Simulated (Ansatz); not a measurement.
# A series in volume per atom on CdF2

All results are calculated (Ansatz 0.2.0). Band levels at named k points (names of the unstrained cell) at fixed atoms, from the valence top (v1 top filled band, c1 lowest empty), gap the least over mesh, points and any path between them, spin-unpolarised plane waves, DDH-PBE0 mixes 1/eps_inf of exact exchange.

Cell of the first row (space group Fm-3m, No. 225):
```
cell vectors (Å)
   0.0000     2.5455     2.5455
   2.5455     0.0000     2.5455
   2.5455     2.5455     0.0000
atoms (fractions of the cell vectors)
Cd  0.00000  0.00000  0.00000
F   0.25000  0.25000  0.25000
F   0.75000  0.75000  0.75000
```

Settings of every row: periodic directions 3; functional PBE; spin orbit no; potentials PAW; wave cutoff 420 eV; k mesh 8x8x8; smearing width 0.02 eV.

Point:
| name | a (fraction of the reciprocal vector) | b (fraction of the reciprocal vector) | c (fraction of the reciprocal vector) |
| --- | --- | --- | --- |
| Gamma | 0 | 0 | 0 |
| X | 0.5 | 0 | 0.5 |
| U | 0.625 | 0.25 | 0.625 |
| K | 0.375 | 0.375 | 0.75 |
| L | 0.5 | 0.5 | 0.5 |
| W | 0.5 | 0.25 | 0.75 |
| extra_v | 0.25 | -0.5 | -0.25 |

Limits: semilocal functionals tend to give too small a gap; no spin-orbit coupling, which shifts gaps with heavier elements (CdF2); the cell comes from a prototype or a list of computed structures and needn't be the stable phase.

| row | volume per atom (Å³) | band gap (eV) | least direct gap (eV) |
| --- | --- | --- | --- |
| 1 | 10.995 | 3.727 | 3.958 |
| 2 | 11.535 | 3.548 | 3.863 |
| 3 | 13.037 | ? | ? |
| 4 | 13.835 | 2.887 | 3.453 |
| 5 | 14.364 | 2.754 | 3.354 |

Question: what band gap and least direct gap should row 3 give?

Worked fit of band gap. Take t = volume per atom − 13, in Å³. The shown rows have t = -2.005, -1.465, 0.835, 1.364. Their means are -0.31775 and 3.229 eV; the sums about the means are S_tt = 8.32 and S_ty = -2.399, whose ratio is the slope. Least squares give band gap = 3.1374 − 0.28837 × t eV. The rows lie off it by 0.011, -0.012, -0.010, 0.010 (root mean square 0.011 eV). The withheld row has t = 0.037, so the fit gives 3.1374 − 0.28837 × (0.037) = 3.127 eV.

The calculation gave 3.1 eV. The fit lies 0.027 eV (2.8 % of the column's range) above it; its largest miss of a shown row is 0.012 eV.

Worked fit of least direct gap. Take t = volume per atom − 13, in Å³. The shown rows have t = -2.005, -1.465, 0.835, 1.364. Their means are -0.31775 and 3.657 eV; the sums about the means are S_tt = 8.32 and S_ty = -1.489, whose ratio is the slope. Least squares give least direct gap = 3.6001 − 0.17896 × t eV. The rows lie off it by -0.001, 0.001, 0.002, -0.002. The withheld row has t = 0.037, so the fit gives 3.6001 − 0.17896 × (0.037) = 3.593 eV.

The calculation gave 3.598 eV. The fit lies 0.005 eV (0.83 % of the column's range) below it; its largest miss of a shown row is 0.002 eV.
